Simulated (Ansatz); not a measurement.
**MgO: a vibration from a frozen displacement**

Level of theory: Ansatz 0.2.0, DFT r2SCAN, scalar-relativistic, plane waves, PAW. The runs took a 500 eV cutoff, a Γ-centred 6×6×6 mesh and Gaussian smearing (0.05 eV). No spin polarisation. Energies are free energies at this smearing, counted from the undisturbed cell; pressure is positive in compression.

The starting cell (relaxed at this level):

```
Mg O
1.0
     4.20422    0.00000    0.00000
     0.00000   -4.20422    0.00000
     0.00000    0.00000   -4.20422
Mg O
4 4
Direct
  0.00000 0.00000 0.00000
  0.50000 0.50000 0.00000
  0.50000 0.00000 0.50000
  0.00000 0.50000 0.50000
  0.50000 0.00000 0.00000
  0.00000 0.50000 0.00000
  0.00000 0.00000 0.50000
  0.50000 0.50000 0.50000
```

Atom 5 (O) is moved by x along the Cartesian unit vector (-1.000, 0.000, 0.000); the cell and all other atoms stay fixed. The cell's volume is 74.31 Å³; the moved atoms weigh 15.999 u together and the others 145.217 u. Some rows repeat others by symmetry and weren't run.

```
  x (Å)  ΔE (meV/cell) total force on the moved atoms along the move (eV/Å) pressure (GPa)
-0.2000         244.33                                                2.6012          1.2596
-0.1750         184.25                                                2.2105          0.9601
-0.1500         133.59                                                1.8462          0.7060
-0.1250          91.74                                                1.5051          0.4948
-0.1000          58.18                                                1.1827          0.3247
-0.0750          32.49                                                0.8744          0.1940
-0.0500          14.37                                                0.5769          0.1015
-0.0250           3.58                                                0.2868          0.0464
 0.0000           0.00                                                0.0000          0.0281
 0.0250           3.58                                               -0.2868          0.0464
 0.0500          14.37                                               -0.5769          0.1015
 0.0750          32.49                                               -0.8744          0.1940
 0.1000          58.18                                               -1.1827          0.3247
 0.1250          91.74                                               -1.5051          0.4948
 0.1500         133.59                                               -1.8462          0.7060
 0.1750         184.25                                               -2.2105          0.9601
 0.2000         244.33                                               -2.6012          1.2596
```

Task: What frequency belongs to this motion?

Result: The force constant is k = −dF/dx = 11.472 eV/Å², from the parabola through x = -0.0250, 0 and 0.0250. In every cell the moved atoms swing against the rest, so the mass is μ = m₁m₂/(m₁ + m₂) = 14.411 u, and ν̃ = 521.5 cm⁻¹ × √(|k|/μ) = 465 cm⁻¹. The pattern needn't be a normal mode: ν̃² is then a weighted mean of the squared nonzero frequencies at the zone centre of this cell, taken without macroscopic field, so it lies between the lowest and the highest of them.

Task: How far does the harmonic law reach?

Result: At x = -0.200 Å, kx²/2 = 229.44 meV against the computed 244.33 meV (+6.5 %): the well is still close to harmonic there.

Task: The pressure changes with x². What does that say about the frequency under compression?

Result: With E = k(V)x²/2, k ∝ V^(−2γ) and x scaling with the cell as V^(1/3), P − P0 = −∂E/∂V = (2γ − 2/3) ΔE/V. At x = 0.0500 Å, V(P − P0) = 74.31 × 0.07345 / 160.2 eV = 34.07 meV and ΔE = 14.37 meV, so γ = 1/3 + V(P − P0)/(2ΔE) = 1.52. This is the Grüneisen parameter of the motion under uniform scaling of the cell: shrinking the cell evenly by 1 % in volume raises the frequency by about 1.52 %.

Cost: 9 runs of about 3.5 core-minutes in all, on Arm Neoverse V1 (shared hosts).

The oxygen ion sits in a single, symmetric well that stiffens at larger displacement, with no tendency to move off-centre along this direction. Inversion symmetry at the rocksalt site removes the odd terms in the energy, so the first departure from harmonic behaviour is quartic. Its positive sign fits the steep overlap repulsion between closed-shell Mg²⁺ and O²⁻ ions: approaching one magnesium costs more than retreating from the opposite one gains.

The same repulsion probably explains the Grüneisen parameter of 1.52, since its curvature rises quickly as the ions are pressed together. The pressure rise on displacement is the counterpart of this stiffening: vibration along this pattern pushes the lattice to expand, in line with the normal positive thermal expansion of MgO.

The 465 cm⁻¹ shouldn't be read as the infrared transverse optical frequency. In that mode the whole oxygen sublattice moves against the magnesium, whereas displacing one oxygen in this cell also mixes in zone-boundary vibrations of the primitive lattice.
